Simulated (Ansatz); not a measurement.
Method: DFT PBE, scalar-relativistic, plane waves, PAW (Ansatz). All cells share a 420 eV cutoff and Γ-centred k meshes spaced at most about 0.3 Å⁻¹ (about 0.25 or finer for metals, 2π included). No spin polarisation.

These are static total energies at zero pressure.

Two relaxed structures of MgSn6N:

A. Space group R-3 (No. 148), trigonal, a = 6.821 Å, c = 14.955 Å. Mg is surrounded by 6 Sn at 3.06 Å; Sn has 1 N at 2.48 Å and 1 Mg at 3.06 Å; N has 6 Sn at 2.48 Å.

B. Space group P312 (No. 149), trigonal, a = 7.051 Å, c = 4.809 Å. Mg is surrounded by 6 Sn at 2.93 Å; Sn has 1 N at 2.47 Å, 1 Sn at 2.87 Å and 1 Mg at 2.93 Å; around N lie 6 Sn at 2.47 Å.

Question: Which form is favoured at zero pressure, and by what margin per atom?

Answer: A is lower, by 50 meV/atom. A has space group R-3 (No. 148), 25.1 Å³/atom and no gap on its mesh; B has space group P312 (No. 149), 25.9 Å³/atom and no gap. Even the lower one lies +0.27 eV/atom against the reference forms of the elements (uncorrected), so neither is stable at this level. Both come from invented guesses. The lowest form computed isn't among them: it has space group P4/mmm (No. 123), 24.0 Å³/atom and lies 274 meV/atom below the best shown.

Cells relaxed within their symmetry can be saddle points. Some candidate types were left out of the draw beforehand, so a known form may be missing.
